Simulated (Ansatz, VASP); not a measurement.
**Two plane-wave programs on ZrH4**

Contents of INCAR:

```
PREC = Accurate ; ENCUT = 520
EDIFF = 1E-6 ; ISMEAR = 0
SIGMA = 0.1 ; LREAL = False
LASPH = True ; NELM = 100
ALGO = Normal ; ISIF = 2
LWAVE = False ; LCHARG = True
GGA = PE ; LELF = True
LVHAR = True ; NBANDS = 27
```

Contents of KPOINTS:

```
regular mesh
0
Gamma
  6 4 4
```

File POSCAR:

```
ZrH4
1.0
    2.9825777896      0.0000000000      0.0000000000
    0.1369744680      5.5524019100      0.0000000000
    0.1001120417      0.0115288248      5.7698409848
Zr H
2 8
Direct
    0.5000000000      0.5000000000      0.0000000000
    0.0000000000      0.5000000000      0.5000000000
    0.4884609569      0.6953209284      0.6881390070
    0.9858515198      0.7661949199      0.0767682644
    0.0141484802      0.2338050801      0.9232317356
    0.5115390431      0.3046790716      0.3118609930
    0.9908071986      0.7694989759      0.9269413847
    0.4940167141      0.6970402295      0.3125601337
    0.0091928014      0.2305010241      0.0730586153
    0.5059832859      0.3029597705      0.6874398663
```

Input for Ansatz:

```yaml
crystal:
  lattice:
    - [2.9825777896, 0.0, 0.0]
    - [0.136974468, 5.55240191, 0.0]
    - [0.1001120417, 0.0115288248, 5.7698409848]
  atoms:
    - { symbol: Zr, position: [0.5, 0.5, 0.0] }
    - { symbol: Zr, position: [0.0, 0.5, 0.5] }
    - { symbol: H, position: [0.4884609569, 0.6953209284, 0.688139007] }
    - { symbol: H, position: [0.9858515198, 0.7661949199, 0.0767682644] }
    - { symbol: H, position: [0.0141484802, 0.2338050801, 0.9232317356] }
    - { symbol: H, position: [0.5115390431, 0.3046790716, 0.311860993] }
    - { symbol: H, position: [0.9908071986, 0.7694989759, 0.9269413847] }
    - { symbol: H, position: [0.4940167141, 0.6970402295, 0.3125601337] }
    - { symbol: H, position: [0.0091928014, 0.2305010241, 0.0730586153] }
    - { symbol: H, position: [0.5059832859, 0.3029597705, 0.6874398663] }
basis:
  ecutwfc: 420
kpoints:
  mp_grid: { grid: [6, 4, 4] }
hamiltonian:
  xc: pbe
scf:
  occupations: { method: gaussian, width: 0.1 }
  lower_state_search: "off"
output:
  forces: true
  stress: true
  eigenvalues: true
```

Change from the starting cell: the structure that the rattled cell fell into.

Alike in both runs: task single point; functional PBE; k mesh 6 × 4 × 4; occupations gaussian, width 0.1 eV; no spin polarisation.

|  | VASP | Ansatz |
| --- | --- | --- |
| version | VASP 6.6.1 | Ansatz 0.2.0 |
| potentials or method | VASP PAW PBE potentials, release 64 (Zr_sv, H) | scalar-relativistic, plane waves, PAW |
| plane-wave cutoff (eV) | 520 | 420 |
| valence electrons in the cell | 32 | 32 |

Ansatz gave:

- gap on the k mesh at the Fermi level (eV): none
- pressure (GPa): 0.8
- largest component of the traceless stress (GPa): 1.93
- rms of the force components (eV/Å): 0.024

Question: Which values does VASP return?

Answer: gap on the k mesh at the Fermi level (eV): none; pressure (GPa): 0.7; largest component of the traceless stress (GPa): 1.95; rms of the force components (eV/Å): 0.025.

Atom by atom the forces differ by 0.004 eV/Å (rms over components). A gap of «none» marks a metal or a gap that the smearing closes.
